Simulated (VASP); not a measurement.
Te2Mo, 6 atoms in the cell. Symmetry: P6_3/mmc, No. 194, hexagonal system. Conventional cell: a = 3.518 Å, b = 3.518 Å, c = 13.974 Å, α = 90.00°, β = 90.00°, γ = 120.00°. Te (site symmetry 3m) has 3 Mo at 2.72 Å as nearest neighbours. Around Mo (site symmetry -6m2) lie 6 Te at 2.72 Å. 

| Item | Value |
| --- | --- |
| Program | VASP 6.6.1 |
| Task | single point |
| Functional | PBEsol |
| Potentials or basis | VASP PAW PBE potentials, release 64 (Te, Mo_sv) |
| Cutoff | 520 eV |
| k mesh | 9 × 9 × 2 |
| Occupations | fermi-dirac, width 0.05 eV |
| Spin | no spin polarisation |
| Ladder | free |
| Further INCAR settings | ALGO = Normal; EDIFF = 1e-07; NBANDS = 35 |

Potentials or basis: VASP PAW PBE potentials, release 64 (Te, Mo_sv).

Run with:

```sh
$ cat potpaw_PBE.64/Te/POTCAR potpaw_PBE.64/Mo_sv/POTCAR > POTCAR
$ mpirun -np 2 vasp_std > vasp.out
```

Hardware: 2 MPI ranks on Intel(R) Xeon(R) Platinum 8259CL CPU @ 2.50GHz (Skylake/Cascade Lake), on a shared host.

**Question.** How long does it take, and how much memory?

**Answer.** Wall time 3 min on 2 MPI ranks on Intel(R) Xeon(R) Platinum 8259CL CPU @ 2.50GHz (Skylake/Cascade Lake) (shared host), peak memory 0.32 GiB a rank. Counts: scf iterations 18, k points 24.
